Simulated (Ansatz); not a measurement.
Task: a Delta-SCF excitation of SnS2, space group P-3m1, with the Python package of Ansatz (0.2.0). Give the script and its output. Level of theory (first run): PBE, PAW, cutoff 320 eV, 1×1×1 k-points, Fermi-Dirac smearing of 0.01 eV.

The script reads `sns2.vasp`:
```text
SnS2
1.0
   3.63900000    0.00000000    0.00000000
  -1.81950000    3.15146644    0.00000000
   0.00000000    0.00000000    5.86800000
Sn S
1 2
Direct
   0.00000000    0.00000000    0.00000000
   0.33333333    0.66666667    0.25000000
   0.66666667    0.33333333    0.75000000
```

Script `sns2.py`:
```python
import ansatz as az
from ase.io import read

atoms = read("sns2.vasp", format="vasp")
cell = az.Crystal.from_ase(atoms)

ground = (
    cell.calculation()
    .functional(az.Functional.PBE)
    .mixing("broyden", preconditioner="kerker_dos")
    .basis(320)
    .kpoints(1, 1, 1)
    .occupations("fermi_dirac", width=0.01)
    .scf(extra_bands=6)
    .band_table()
)
excited = ground.excitation(hole_k=0, hole_band="v1", hole_track="overlap", particle_k=0, particle_band="c1", particle_track="overlap")
low, high = ground.run(threads=1).report, excited.run(threads=1).report
share = low["kweights"][0]
top = round(low["n_electrons"] / 2)
print("Kohn-Sham gap at the first k-point:", round(low["eigenvalues_ev"][0][top] - low["eigenvalues_ev"][0][top - 1], 3), "eV")
print("energy difference per cell:", round(high["lagrangian_ev"] - low["lagrangian_ev"], 4), "eV; weight of the point", round(share, 4))
print("per electron moved:", round((high["lagrangian_ev"] - low["lagrangian_ev"]) / share, 3), "eV")
```

```console
$ python sns2.py
DeckWarning: basis.ecutwfc = 320 eV is below the records' recommended 420 eV, and the density's cutoff is lower with it unless basis.ecutrho_ratio is high enough to keep the records' density cutoff: compare with a run at a higher cutoff
RunWarning: ΔSCF hole (k=0): cluster selection [8, 9, 10, 11, 12], counted from 0, overshoots the anchor rank 1 — it holds more bands than the level has, and the excitation is spread over them until [...]
Kohn-Sham gap at the first k-point: 1.55 eV
energy difference per cell: 1.7786 eV; weight of the point 1.0
per electron moved: 1.779 eV
```
(Warnings from the package without file and line, shortened, repeats left out.)

These settings explore the input space; cutoff and mesh may be short of convergence. The cutoff lies under the one recommended for these potentials. Semilocal gaps usually lie well under measured ones. Energy and stress may still move on a finer k-point mesh. The structure is a deposited one; some such entries were measured under pressure or heat, so a shift against it needn't be the functional's error alone. Levels are Kohn-Sham eigenvalues on this mesh, without spin-orbit coupling. One k-point of a small cell stands for a dense array of excitations, so this isn't the optical gap of the solid. It ran for 1.1 s on 1 thread of Intel(R) Xeon(R) 6975P-C (Granite Rapids), with other jobs on the host, peak memory 0.41 GiB.

(Lines on the test bed's own set-up are left out of the output.)
